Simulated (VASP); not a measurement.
**FeSi2: single point with PBEsol**

Crystal: FeSi2.

```xyz
6
Lattice="2.6900 0.0000 0.0000 0.0000 5.3800 0.0000 0.0000 0.0000 5.0800" Properties=species:S:1:pos:R:3 pbc="T T T"
Fe    0.0000    0.0000    0.0000
Fe    0.0000    2.6900    0.0000
Si    1.3450    1.3450    1.3716
Si    1.3450    4.0350    1.3716
Si    1.3450    1.3450    3.7084
Si    1.3450    4.0350    3.7084
```

```
Program                : VASP 6.6.1
Task                   : single point
Functional             : PBEsol
Potentials or basis    : VASP PAW PBE potentials, release 64 (Fe, Si)
Cutoff                 : 520 eV
k mesh                 : 10 × 5 × 5
Occupations            : fermi-dirac, width 0.1 eV
Spin                   : no spin polarisation
Dipole correction      : no
Further INCAR settings : ALGO = Fast; EDIFF = 1e-07; NBANDS = 25
```

* Pressure: 0.2 GPa
* Largest force: 0.235 eV/Å
* Band gap on the k mesh: none (metal or under the smearing width)

Forces on the atoms (eV/Å):
```
Fe   0.000  0.000  0.000
Fe   0.000  0.000  0.000
Si   0.000  0.000  0.235
Si   0.000  0.000  0.235
Si   0.000  0.000 -0.235
Si   0.000  0.000 -0.235
```

Stress tensor (GPa, compression positive):
```
-0.71  0.00  0.00
 0.00 -0.71  0.00
 0.00  0.00  1.94
```

Levels at points of the mesh, in eV from the Fermi level:
```csv
k point,band 12,band 13,band 14,band 15,band 16,band 17,band 18,band 19,band 20,band 21
"(0.00, 0.00, 0.00)",-1.55,-1.50,-1.50,-1.08,-0.66,0.16,1.58,2.36,4.51,4.51
"(0.50, 0.00, 0.00)",-3.16,-2.21,-2.12,-1.08,0.16,0.16,0.57,1.58,2.36,2.61
```

Run time: 96 s on 1 thread of AMD EPYC 9R45 96-Core Processor (Zen 5), with other jobs on the host, peak memory 0.2 GiB.

Caveat: the PAW data sets were made with another functional, which shifts forces and pressure a little. Spin polarisation is off, so any magnetic state and its effect on volume and gap are missing.
